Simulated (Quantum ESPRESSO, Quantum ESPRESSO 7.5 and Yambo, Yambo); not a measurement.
# A GW chain in Yambo: ZnSe (Stilleite)

Wanted: ground state, empty states, screening and self-energy for ZnSe (Stilleite).

Calculated with Quantum ESPRESSO 7.5 and Yambo 5.3.0; PBE and many-body steps on it, plane waves.

**What was measured.**

- Gap 2.695 ± 0.003 eV: excitonic gap from free-exciton PL, not corrected for exciton binding; photoluminescence; 300 K; bulk crystal (Bridgman-grown crystal, polished and etched) (“Alloy Disordering Effects on the Thermal Conductivity and Energy Gap Temperature Dependence of Cd1−xZnxSe Ternary Crystals Grown by the Bridgman Method”, 2023, pmc:10253836).

## (1) The starting structure

The structure is cubic, space group F-43m (No. 216). The conventional cell has a = 5.668 Å, b = 5.668 Å, c = 5.668 Å, α = 90.00°, β = 90.00°, γ = 90.00°. Nearest to Zn lie 4 Se at 2.45 Å. Se has 4 Zn at 2.45 Å nearest. Farther neighbours and most contacts between anions are not listed.

The cell and positions come from the Crystallography Open Database and are kept as given unless a step says otherwise.

## (2) Ground state

This step: Quantum ESPRESSO 7.5; DFT, PBE, plane waves, norm-conserving pseudopotentials.

The ground-state density comes first.

File pw.in:

```
&control
  calculation = 'scf'
  prefix = 'x'
  outdir = 'o'
  pseudo_dir = 'pseudo'
/
&system
  ibrav = 0
  nat = 2
  ntyp = 2
  ecutwfc = 104.0
  nbnd = 27
  force_symmorphic = .true.
/
&electrons
  conv_thr = 1e-10
  electron_maxstep = 80
  mixing_beta = 0.5
/
ATOMIC_SPECIES
  Zn 65.38 Zn.upf
  Se 78.971 Se.upf
CELL_PARAMETERS angstrom
  -0.0000000000 2.8338000000 2.8338000000
  2.8338000000 -0.0000000000 2.8338000000
  2.8338000000 2.8338000000 0.0000000000
ATOMIC_POSITIONS crystal
  Zn 0.0000000000 0.0000000000 0.0000000000
  Se 0.2500000000 0.2500000000 0.2500000000
K_POINTS automatic
  6 6 6 0 0 0
```

Started as:

```console
$ OMP_NUM_THREADS=1 mpirun -n 4 pw.x -nk 4 -in pw.in > pw.out
```

Log:

```text
Program PWSCF v.7.5 starts

     This program is part of the open-source Quantum ESPRESSO suite
     for quantum simulation of materials; please cite
         "P. Giannozzi et al., J. Phys.:Condens. Matter 21 395502 (2009);
         "P. Giannozzi et al., J. Phys.:Condens. Matter 29 465901 (2017);
         "P. Giannozzi et al., J. Chem. Phys. 152 154105 (2020);
     in publications or presentations arising from this work. More details at
     Message from routine setup:
     using ibrav=0 with symmetry is DISCOURAGED, use correct ibrav instead

     G-vector sticks info

     bravais-lattice index     =            0
     lattice parameter (alat)  =       7.5733  a.u.
     unit-cell volume          =     307.1384 (a.u.)^3
     number of atoms/cell      =            2
     number of atomic types    =            2
     number of electrons       =        44.00
     number of Kohn-Sham states=           27
     kinetic-energy cutoff     =     104.0000  Ry
     charge density cutoff     =     416.0000  Ry
     scf convergence threshold =      1.0E-10
     mixing beta               =       0.5000
     number of iterations used =            8  plain     mixing
     Exchange-correlation= PBE
                           (   1   4   3   4   0   0   0)

     celldm(1)=   7.573263  celldm(2)=   0.000000  celldm(3)=   0.000000
     celldm(4)=   0.000000  celldm(5)=   0.000000  celldm(6)=   0.000000

     crystal axes: (cart. coord. in units of alat)
               a(1) = (  -0.000000   0.707107   0.707107 )
               a(2) = (   0.707107  -0.000000   0.707107 )
               a(3) = (   0.707107   0.707107   0.000000 )

     reciprocal axes: (cart. coord. in units 2 pi/alat)
               b(1) = ( -0.707107  0.707107  0.707107 )
               b(2) = (  0.707107 -0.707107  0.707107 )
               b(3) = (  0.707107  0.707107 -0.707107 )
     Pseudo is Norm-conserving + core correction, Zval = 20.0
     Generated using ONCVPSP code by D. R. Hamann
     Using radial grid of 1326 points,  6 beta functions with:
     Pseudo is Norm-conserving + core correction, Zval = 24.0
     Generated using ONCVPSP code by D. R. Hamann
     Using radial grid of 1214 points,  6 beta functions with:
     Zn               20.00    65.38000     Zn( 1.00)
     Se               24.00    78.97100     Se( 1.00)

     24 Sym. Ops. (no inversion) found

   Cartesian axes

     site n.     atom                  positions (alat units)
         1        Zn     tau(   1) = (   0.0000000   0.0000000   0.0000000  )
         2        Se     tau(   2) = (   0.3535534   0.3535534   0.3535534  )

     number of k points=    16
                       cart. coord. in units 2pi/alat
        k(    1) = (   0.0000000   0.0000000   0.0000000), wk =   0.0092593
        k(    2) = (   0.1178511   0.1178511  -0.1178511), wk =   0.0740741
        k(    3) = (   0.2357023   0.2357023  -0.2357023), wk =   0.0740741
        k(    4) = (  -0.3535534  -0.3535534   0.3535534), wk =   0.0370370
        k(    5) = (   0.2357023   0.0000000  -0.0000000), wk =   0.0555556
        k(    6) = (   0.3535534   0.1178511  -0.1178511), wk =   0.2222222
        k(    7) = (  -0.2357023  -0.4714045   0.4714045), wk =   0.2222222
        k(    8) = (  -0.1178511  -0.3535534   0.3535534), wk =   0.2222222
        k(    9) = (   0.0000000  -0.2357023   0.2357023), wk =   0.1111111
        k(   10) = (   0.4714045   0.0000000  -0.0000000), wk =   0.0555556
     [... 4 further rows ...]
        k(   15) = (  -0.1178511  -0.3535534   0.5892557), wk =   0.2222222
        k(   16) = (  -0.7071068   0.2357023   0.0000000), wk =   0.1111111

     Dense  grid:    44039 G-vectors     FFT dimensions: (  50,  50,  50)

     Initial potential from superposition of free atoms

     starting charge      43.9998, renormalised to      44.0000
     Starting wfcs are   23 randomized atomic wfcs +    4 random wfcs

     per-process dynamical memory:    37.3 Mb

     Self-consistent Calculation

     iteration #  1     ecut=   104.00 Ry     beta= 0.50

     Threshold (ethr) on eigenvalues was too large:
     Diagonalizing with lowered threshold

     total energy              =   -1094.69459579 Ry
     estimated scf accuracy    <       0.06864132 Ry

     iteration #  2     ecut=   104.00 Ry     beta= 0.50

     total energy              =   -1094.71110476 Ry
     estimated scf accuracy    <       0.00757748 Ry

     iteration #  3     ecut=   104.00 Ry     beta= 0.50

     total energy              =   -1094.71208361 Ry
     estimated scf accuracy    <       0.00096098 Ry

     iteration #  4     ecut=   104.00 Ry     beta= 0.50

     total energy              =   -1094.71214416 Ry
     estimated scf accuracy    <       0.00004355 Ry

     iteration #  5     ecut=   104.00 Ry     beta= 0.50

     total energy              =   -1094.71215038 Ry
     estimated scf accuracy    <       0.00000275 Ry

     iteration #  6     ecut=   104.00 Ry     beta= 0.50

     total energy              =   -1094.71215092 Ry
     estimated scf accuracy    <       0.00000008 Ry

     iteration #  7     ecut=   104.00 Ry     beta= 0.50

     total energy              =   -1094.71215094 Ry
     estimated scf accuracy    <          6.8E-09 Ry

     iteration #  8     ecut=   104.00 Ry     beta= 0.50

     total energy              =   -1094.71215094 Ry
     estimated scf accuracy    <          8.0E-10 Ry

     iteration #  9     ecut=   104.00 Ry     beta= 0.50

     total energy              =   -1094.71215094 Ry
     estimated scf accuracy    <          8.3E-10 Ry

     iteration # 10     ecut=   104.00 Ry     beta= 0.50

     End of self-consistent calculation

          k = 0.0000 0.0000 0.0000 (  5577 PWs)   bands (ev):

  -198.4430-137.9212-137.9212-137.9212-116.4660 -70.6256 -70.6256 -70.6256
   -38.0966 -38.0966 -38.0966 -38.0925 -38.0925  -4.4790   2.2368   2.2368
     2.2368   2.6049   2.6049   8.7791   8.7791   8.7791  10.0703  14.5929
    14.5929  14.5929  18.7189

          k = 0.1179 0.1179-0.1179 (  5510 PWs)   bands (ev):

  -198.4430-137.9212-137.9212-137.9212-116.4660 -70.6256 -70.6256 -70.6256
   -38.0966 -38.0965 -38.0965 -38.0924 -38.0924  -4.3047   2.2533   2.2634
     2.2634   2.6032   2.6032   6.8758   8.5270   8.5270  11.3325  14.6604
    14.9952  14.9952  19.2604

          k = 0.2357 0.2357-0.2357 (  5504 PWs)   bands (ev):

  -198.4430-137.9212-137.9212-137.9212-116.4660 -70.6257 -70.6256 -70.6256
   -38.0965 -38.0964 -38.0964 -38.0924 -38.0924  -3.9136   2.3079   2.3079
     2.4075   2.6115   2.6115   4.7258   8.1000   8.1000  11.4635  15.2671
    15.2671  16.3556  19.2138

          k =-0.3536-0.3536 0.3536 (  5480 PWs)   bands (ev):

     [... further k-points ...]

     highest occupied, lowest unoccupied level (ev):     8.7791   10.0703

!    total energy              =   -1094.71215094 Ry
     estimated scf accuracy    <          1.7E-12 Ry

     The total energy is the sum of the following terms:
     one-electron contribution =    -960.68639518 Ry
     hartree contribution      =     458.33134232 Ry
     xc contribution           =    -102.66706941 Ry
     ewald contribution        =    -489.69002867 Ry

     convergence has been achieved in  10 iterations

     XML data file, charge density, pseudopotentials, collected wavefunctions

=------------------------------------------------------------------------------=
   JOB DONE.
=------------------------------------------------------------------------------=
```

The job ended after 13 s (4 MPI ranks of Arm Neoverse V1, shared host; peak memory 0.35 GiB; 52 s of CPU time).

This step gave:

```
total energy               : -14894.3176 eV
gap                        : 1.291 eV
k of the valence top       : 0, 0, 0
k of the conduction bottom : 0, 0, 0
least direct gap           : 1.291 eV
```

The gap is direct, at Γ.

## (3) Bands along the symmetry lines

The cheap functional maps the bands first; the places of the edges decide which points the dearer methods must see.

File pw.in:

```
&control
  calculation = 'bands'
  prefix = 'x'
  outdir = 'o'
  pseudo_dir = 'pseudo'
/
&system
  ibrav = 0
  nat = 2
  ntyp = 2
  ecutwfc = 104.0
  nbnd = 28
  force_symmorphic = .true.
/
&electrons
  conv_thr = 1e-9
  electron_maxstep = 80
  diago_full_acc = .true.
  diago_thr_init = 5e-6
/
ATOMIC_SPECIES
  Zn 65.38 Zn.upf
  Se 78.971 Se.upf
CELL_PARAMETERS angstrom
  -0.0000000000 2.8338000000 2.8338000000
  2.8338000000 -0.0000000000 2.8338000000
  2.8338000000 2.8338000000 0.0000000000
ATOMIC_POSITIONS crystal
  Zn 0.0000000000 0.0000000000 0.0000000000
  Se 0.2500000000 0.2500000000 0.2500000000
K_POINTS crystal
  50
  0.00000000 0.00000000 0.00000000 1
  -0.06250000 -0.06250000 0.00000000 1
  -0.12500000 -0.12500000 0.00000000 1
  -0.18750000 -0.18750000 0.00000000 1
  -0.25000000 -0.25000000 0.00000000 1
  -0.31250000 -0.31250000 0.00000000 1
  -0.37500000 -0.37500000 0.00000000 1
  -0.43750000 -0.43750000 0.00000000 1
  -0.50000000 -0.50000000 0.00000000 1
  -0.48437500 -0.48437500 0.03125000 1
  -0.46875000 -0.46875000 0.06250000 1
  -0.45312500 -0.45312500 0.09375000 1
  -0.43750000 -0.43750000 0.12500000 1
  -0.42187500 -0.42187500 0.15625000 1
  -0.40625000 -0.40625000 0.18750000 1
  -0.39062500 -0.39062500 0.21875000 1
  -0.37500000 -0.37500000 0.25000000 1
  -0.37500000 0.00000000 0.37500000 1
  -0.32812500 0.00000000 0.32812500 1
  -0.28125000 0.00000000 0.28125000 1
  -0.23437500 0.00000000 0.23437500 1
  -0.18750000 0.00000000 0.18750000 1
  -0.14062500 0.00000000 0.14062500 1
  -0.09375000 0.00000000 0.09375000 1
  -0.04687500 0.00000000 0.04687500 1
  0.00000000 0.00000000 0.00000000 1
  0.00000000 0.00000000 0.06250000 1
  0.00000000 0.00000000 0.12500000 1
  0.00000000 0.00000000 0.18750000 1
  0.00000000 0.00000000 0.25000000 1
  0.00000000 0.00000000 0.31250000 1
  0.00000000 0.00000000 0.37500000 1
  0.00000000 0.00000000 0.43750000 1
  0.00000000 0.00000000 0.50000000 1
  -0.06250000 -0.03125000 0.46875000 1
  -0.12500000 -0.06250000 0.43750000 1
  -0.18750000 -0.09375000 0.40625000 1
  -0.25000000 -0.12500000 0.37500000 1
  -0.31250000 -0.15625000 0.34375000 1
  -0.37500000 -0.18750000 0.31250000 1
  -0.43750000 -0.21875000 0.28125000 1
  -0.50000000 -0.25000000 0.25000000 1
  -0.50000000 -0.28125000 0.21875000 1
  -0.50000000 -0.31250000 0.18750000 1
  -0.50000000 -0.34375000 0.15625000 1
  -0.50000000 -0.37500000 0.12500000 1
  -0.50000000 -0.40625000 0.09375000 1
  -0.50000000 -0.43750000 0.06250000 1
  -0.50000000 -0.46875000 0.03125000 1
  -0.50000000 -0.50000000 0.00000000 1
```

Log:

```text
[banner, memory and clock lines left out]
Program PWSCF v.7.5 starts

     Atomic positions and unit cell read from directory:
     o/x.save/

     Message from routine setup:
     using ibrav=0 with symmetry is DISCOURAGED, use correct ibrav instead

     G-vector sticks info

     bravais-lattice index     =            0
     lattice parameter (alat)  =       7.5733  a.u.
     unit-cell volume          =     307.1384 (a.u.)^3
     number of atoms/cell      =            2
     number of atomic types    =            2
     number of electrons       =        44.00
     number of Kohn-Sham states=           28
     kinetic-energy cutoff     =     104.0000  Ry
     charge density cutoff     =     416.0000  Ry
     Exchange-correlation= PBE
                           (   1   4   3   4   0   0   0)

     celldm(1)=   7.573263  celldm(2)=   0.000000  celldm(3)=   0.000000
     celldm(4)=   0.000000  celldm(5)=   0.000000  celldm(6)=   0.000000

     crystal axes: (cart. coord. in units of alat)
               a(1) = (  -0.000000   0.707107   0.707107 )
               a(2) = (   0.707107  -0.000000   0.707107 )
               a(3) = (   0.707107   0.707107   0.000000 )

     reciprocal axes: (cart. coord. in units 2 pi/alat)
               b(1) = ( -0.707107  0.707107  0.707107 )
               b(2) = (  0.707107 -0.707107  0.707107 )
               b(3) = (  0.707107  0.707107 -0.707107 )
     Pseudo is Norm-conserving + core correction, Zval = 20.0
     Generated using ONCVPSP code by D. R. Hamann
     Using radial grid of 1326 points,  6 beta functions with:
     Pseudo is Norm-conserving + core correction, Zval = 24.0
     Generated using ONCVPSP code by D. R. Hamann
     Using radial grid of 1214 points,  6 beta functions with:
     Zn               20.00    65.38000     Zn( 1.00)
     Se               24.00    78.97100     Se( 1.00)

     24 Sym. Ops. (no inversion) found

   Cartesian axes

     site n.     atom                  positions (alat units)
         1        Zn     tau(   1) = (   0.0000000   0.0000000   0.0000000  )
         2        Se     tau(   2) = (   0.3535534   0.3535534   0.3535534  )

     number of k points=    50
                       cart. coord. in units 2pi/alat
        k(    1) = (   0.0000000   0.0000000   0.0000000), wk =   0.0400000
        k(    2) = (   0.0000000   0.0000000  -0.0883883), wk =   0.0400000
        k(    3) = (   0.0000000   0.0000000  -0.1767767), wk =   0.0400000
[...]
[... 38 further rows ...]
        k(   49) = (   0.0441942  -0.0000000  -0.7071068), wk =   0.0400000
        k(   50) = (   0.0000000   0.0000000  -0.7071068), wk =   0.0400000

     Dense  grid:    44039 G-vectors     FFT dimensions: (  50,  50,  50)

     The potential is recalculated from file :
     o/x.save/charge-density

     Starting wfcs are   23 randomized atomic wfcs +    5 random wfcs

     Band Structure Calculation

     End of band structure calculation

          k = 0.0000 0.0000 0.0000 (  5577 PWs)   bands (ev):

  -198.4430-137.9212-137.9212-137.9212-116.4660 -70.6256 -70.6256 -70.6256
   -38.0966 -38.0966 -38.0966 -38.0925 -38.0925  -4.4790   2.2368   2.2368
     2.2368   2.6048   2.6048   8.7791   8.7791   8.7791  10.0703  14.5929
    14.5929  14.5929  18.7189  20.2713

          k = 0.0000 0.0000-0.0884 (  5533 PWs)   bands (ev):

  -198.4430-137.9212-137.9212-137.9212-116.4660 -70.6257 -70.6256 -70.6256
   -38.0966 -38.0965 -38.0965 -38.0925 -38.0924  -4.4446   2.2344   2.2444
[...]
14.7705  14.7705  19.0507  19.4940

          k = 0.0000 0.0000-0.1768 (  5513 PWs)   bands (ev):

  -198.4430-137.9212-137.9212-137.9212-116.4660 -70.6257 -70.6257 -70.6257
[...]
15.2587  15.2587  18.2447  20.0328

          k =-0.0000 0.0000-0.2652 (  5525 PWs)   bands (ev):

[...]
k = 0.0000 0.0000-0.3536 (  5457 PWs)   bands (ev):

[...]
k = 0.0000-0.0000-0.4419 (  5498 PWs)   bands (ev):

[...]
k =-0.0000 0.0000-0.5303 (  5514 PWs)   bands (ev):

[...]
k = 0.0000-0.0000-0.6187 (  5514 PWs)   bands (ev):

[...]
k = 0.5303-0.0000-0.5303 (  5486 PWs)   bands (ev):

[...]
k = 0.0000 0.0000 0.0000 (  5577 PWs)   bands (ev):

[...]
k = 0.1326 0.0000-0.7071 (  5496 PWs)   bands (ev):

[...]
k = 0.0884-0.0000-0.7071 (  5482 PWs)   bands (ev):

[...]
k = 0.0442-0.0000-0.7071 (  5482 PWs)   bands (ev):

  -198.4430-137.9212-137.9212-137.9212-116.4660 -70.6257 -70.6257 -70.6257
[...]
19.3693  19.8449  20.0979  22.7170

          k = 0.0000 0.0000-0.7071 (  5514 PWs)   bands (ev):

  -198.4430-137.9212-137.9212-137.9212-116.4660 -70.6257 -70.6257 -70.6257
   -38.0967 -38.0962 -38.0962 -38.0925 -38.0923  -3.4224   2.2680   2.4896
     2.4896   2.6531   2.7852   4.0297   6.5968   6.5968  11.7736  12.2469
    19.5147  20.0353  20.0353  22.7657

     XML data file, pseudopotentials, collected wavefunctions
```

Wall time 8.3 s (4 MPI ranks); peak memory 0.27 GiB.

Numbers from this step:

* gap: 1.291 eV
* k of the valence top: 0, 0, 0
* k of the conduction bottom: 0, 0, 0
* least direct gap: 1.291 eV

The gap is 1.291 eV, as in the run before at this level.

Electronic bands along the path, in eV, zero at the top of the highest filled band:

```
    point  band 19  band 20  band 21  band 22  band 23  band 24  band 25  band 26
        Γ    -6.17     0.00     0.00     0.00     1.29     5.81     5.81     5.81
  halfway    -6.15    -2.88    -1.25    -1.25     3.93     4.04     8.04     8.04
        X    -5.99    -4.75    -2.18    -2.18     2.99     3.47    10.74    11.26
  halfway    -5.96    -4.74    -2.56    -2.08     3.26     4.06     9.97    10.51
        U    -5.91    -4.71    -3.08    -1.79     3.59     5.60     9.05     9.28
jump to K    -5.91    -4.71    -3.08    -1.79     3.59     5.60     9.05     9.28
  halfway    -6.15    -3.33    -1.73    -0.49     3.79     5.97     6.67     6.69
        Γ    -6.17     0.00     0.00     0.00     1.29     5.81     5.81     5.81
  halfway    -6.17    -3.04    -0.48    -0.48     2.75     6.45     6.45     6.57
        L    -6.01    -5.22    -0.87    -0.87     2.55     6.39     6.39     8.58
  halfway    -5.96    -4.89    -2.40    -1.46     4.23     5.56     7.42     8.68
        W    -5.87    -4.68    -2.76    -2.66     5.49     5.56     6.97     7.72
  halfway    -5.93    -4.72    -2.48    -2.43     3.88     4.29     9.22     9.31
        X    -5.99    -4.75    -2.18    -2.18     2.99     3.47    10.74    11.26
```

(Part 1 of 3 ends here.)

[Paths, hosts, dates, memory and timing lines, banners, echoed tables and standing remarks are left out of the program output.]

[Logs are printed without paths, hosts, clocks, repeated set-up lines and the standing remarks that a program may print on its own settings, such as how far it seeks lower states.]

[Runs of the session that timed out or met a known fault of the program may be left out.]

[Hosts, paths, dates, database ids (printed as entryN), source tags and the programs' standing remarks are cut or masked in the printed files.]
